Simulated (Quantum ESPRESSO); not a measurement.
## NiO2 under changes of volume

One of the cells (12.920 Å³/atom); the others are scaled copies at fixed shape and fractional positions:

```xyz
6
Lattice="2.9122 0.0000 0.0000 -1.4561 2.5220 0.0000 0.0000 0.0000 10.5553" Properties=species:S:1:pos:R:3 pbc="T T T"
Ni    0.0000    0.0000    5.2776
Ni    0.0000    0.0000    0.0000
O     0.0000    1.6813    6.2179
O     0.0000    1.6813    9.6150
O     1.4561    0.8407    4.3374
O     1.4561    0.8407    0.9403
```

The cell comes from a database or a generator and needn't be the stable form of this composition.

* Program: Quantum ESPRESSO 7.5
* Functional: PBEsol
* Potentials or basis: GBRV 1.5 PBEsol
* Cutoff: 612 eV
* Density cutoff: 4898 eV
* k mesh: 10 × 10 × 3
* Occupations: fermi-dirac, width 0.05 eV
* Spin: collinear spin, ferromagnetic start
* Starting moments: [1.0, 1.0, 0.0, 0.0, 0.0, 0.0] μB

```tsv
volume (Å³/atom)	energy over the lowest point (meV/atom)	pressure (GPa)	gap on the mesh (eV)
12.145	0.00	-7.2	1.01
12.404	13.73	-10.2	0.99
12.662	?	?	?
12.920	53.92	-14.9	0.95
13.179	79.41	-17.0	0.93
13.437	107.97	-18.7	0.91
13.696	139.16	-20.3	0.89
```

Q: What does the run at 12.662 Å³/atom give?

A: Energy over the lowest point 31.88 meV/atom; pressure -12.7 GPa; gap on the mesh 0.97 eV.

Worked out: A Birch-Murnaghan fit of order 3 (a polynomial in V^(-2/3)) to the other rows has no minimum within the range. It gives 31.86 meV/atom at 12.662 Å³/atom, against the run's 31.88, and -dE/dV = -12.5 GPa, against -12.7. A straight line through the other rows of the gap, of slope -0.997 eV per unit of ln V, gives 0.97 eV, against the run's 0.97.

Energies are extrapolated to zero smearing.

Caveats: an odd mesh through Γ misses points on the zone boundary, where band edges often lie.
